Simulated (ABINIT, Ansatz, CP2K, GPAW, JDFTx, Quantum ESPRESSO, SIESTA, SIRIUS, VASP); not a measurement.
# One calculation of Se, 10 ways

```
Se
1.0
     4.36620    0.00000    0.00000
    -2.18310    3.78124    0.00000
     0.00000    0.00000    4.95360
Se
3
Cartesian
  1.6910 2.9289 0.0000
  -0.4921 0.8523 3.3024
  0.9841 0.0000 1.6512
```

Alike in all runs: task single point; functional PBEsol; k mesh 7 × 7 × 6; occupations fermi-dirac, width 0.05 eV; no spin polarisation; no spin-orbit coupling. Pressure is positive in compression and, in plane waves, holds the error of the finite cutoff, which Ansatz's Pulay term estimates and takes out.

```csv
program and potentials,plane-wave cutoff (eV),notes,pressure (GPa),largest force (eV/Å)
"Ansatz, Ansatz PAW",420,"potentials made for PBE, which Ansatz adapts in part; 16 valence electrons an atom on average",0.17,0.287
"Quantum ESPRESSO, GBRV 1.5 PBEsol",612,6 valence electrons an atom on average,0.17,0.296
"GPAW, PAW data sets generated for this functional",600,6 valence electrons an atom on average,0.21,0.310
"CP2K, POTENTIAL_UZH Se GTH-PBE-q6; TZVP-MOLOPT-PBE-GTH basis",-,atomic basis; potentials made for PBE; 6 valence electrons an atom on average,1.94,0.738
"Ansatz, all-electron LAPW, scalar-relativistic",-,-,0.16,0.283
"ABINIT, PseudoDojo NC SR PBEsol v0.4.1 standard",1170,16 valence electrons an atom on average,0.19,0.307
"SIESTA, files PseudoDojo sr-pbesol-0.4.1-standard, DZP (energy shift 0.003 Ry; two zetas on semicore shells)",-,atomic basis; 16 valence electrons an atom on average,4.38,1.508
"SIRIUS, PseudoDojo 0.4.1 PBEsol standard (scalar relativistic)",1177,16 valence electrons an atom on average,0.19,0.307
"VASP, PBE PAW files Se, 520 eV",520,potentials made for PBE; 6 valence electrons an atom on average,0.36,0.333
"JDFTx, PseudoDojo-SR-PBEsol-0.4.1-standard with smoothed tails",1170,16 valence electrons an atom on average,0.19,0.307
```

Force on atom 2 (Se), eV/Å:

```tsv
program and potentials	x	y	z
Ansatz, Ansatz PAW	-0.144	0.249	0.000
Quantum ESPRESSO, GBRV 1.5 PBEsol	-0.148	0.257	0.000
GPAW, PAW data sets generated for this functional	-0.155	0.269	0.000
CP2K, POTENTIAL_UZH Se GTH-PBE-q6; TZVP-MOLOPT-PBE-GTH basis	-0.369	0.639	0.000
Ansatz, all-electron LAPW, scalar-relativistic	-0.141	0.245	0.000
ABINIT, PseudoDojo NC SR PBEsol v0.4.1 standard	-0.154	0.266	0.000
SIESTA, files PseudoDojo sr-pbesol-0.4.1-standard, DZP (energy shift 0.003 Ry; two zetas on semicore shells)	-0.754	1.306	0.000
SIRIUS, PseudoDojo 0.4.1 PBEsol standard (scalar relativistic)	-0.154	0.266	0.000
VASP, PBE PAW files Se, 520 eV	-0.167	0.288	0.000
JDFTx, PseudoDojo-SR-PBEsol-0.4.1-standard with smoothed tails	-0.153	0.266	0.000
```

The pressure spans 0.16 (Ansatz, all-electron LAPW, scalar-relativistic) to 4.38 GPa (SIESTA, files PseudoDojo sr-pbesol-0.4.1-standard, DZP (energy shift 0.003 Ry; two zetas on semicore shells)), with all-electron results at 0.16. Rows in atomic bases carry the error of their basis and grid, which can be large.

The functional is the same throughout but for its coding, so the spread measures potentials, basis and numerics; runs on potential files found faulty are left out.
